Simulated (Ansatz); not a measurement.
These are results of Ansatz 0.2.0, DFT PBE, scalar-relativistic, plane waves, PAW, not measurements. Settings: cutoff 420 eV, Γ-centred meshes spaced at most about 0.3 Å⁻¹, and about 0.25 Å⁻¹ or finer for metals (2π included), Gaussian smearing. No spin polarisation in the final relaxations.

All energies are static (0 K, no zero-point motion).

Two relaxed structures of SiGe2:

A.

```yaml
crystal:
  lattice:
    - [2.96441, 0.00000, 0.00000]
    - [-1.48221, 2.56726, 0.00000]
    - [0.00000, 0.00000, 14.12467]
  atoms:
    - { symbol: Si, position: [0.33333, 0.66667, 0.25000] }
    - { symbol: Si, position: [0.66667, 0.33333, 0.75000] }
    - { symbol: Ge, position: [0.33333, 0.66667, 0.90805] }
    - { symbol: Ge, position: [0.33333, 0.66667, 0.59195] }
    - { symbol: Ge, position: [0.66667, 0.33333, 0.09195] }
    - { symbol: Ge, position: [0.66667, 0.33333, 0.40805] }
```

B.

```yaml
crystal:
  lattice:
    - [3.04508, 0.00000, 0.00000]
    - [-1.52254, 2.63712, 0.00000]
    - [0.00000, 0.00000, 7.11379]
  atoms:
    - { symbol: Si, position: [0.00000, 0.00000, 0.50000] }
    - { symbol: Ge, position: [0.66667, 0.33333, 0.78861] }
    - { symbol: Ge, position: [0.33333, 0.66667, 0.21139] }
```

**Question.** Which is lower in energy, and by how much?

**Answer.** They are level within the accuracy (6 meV/atom apart, with B the lower in these runs). A has the 2H molybdenite type, space group P6_3/mmc (No. 194), 17.9 Å³/atom and no gap on its mesh; B has Si and Ge ordered on fcc sites, space group P-3m1 (No. 164), 19.0 Å³/atom and no gap. Counting Ge atoms around Si (those within 1.25 times the shortest such distance or 1.15 times the sum of covalent radii; the shortest distance is added where it is long for a bond), A has Si 6 from 2.8 Å and B has Si 6. Even the lower one lies +0.43 eV/atom against the reference forms of the elements (uncorrected), so neither is stable at this level. In A, around Si lie 6 Ge at 2.81 Å and 6 Si at 2.96 Å; Ge has 3 Si at 2.81 Å and 9 Ge at 2.96–3.11 Å. In B, around Si lie 6 Ge at 2.70 Å and 6 Si at 3.05 Å; around Ge lie 3 Si at 2.70 Å, 6 Ge at 3.05 Å and 3 Ge at 3.48 Å. Both come from invented guesses. A third cell relaxed alike, in P6/mmm, lies 116 meV/atom below the lower of the two.

The k mesh leaves some 4 meV/atom of noise in the energy of each metallic cell. Weakly bound directions are ill-defined at this level, which has no dispersion term (P6_3/mmc, P-3m1), and this can change margins and order among such cells. Cells relaxed within their symmetry can be saddle points.
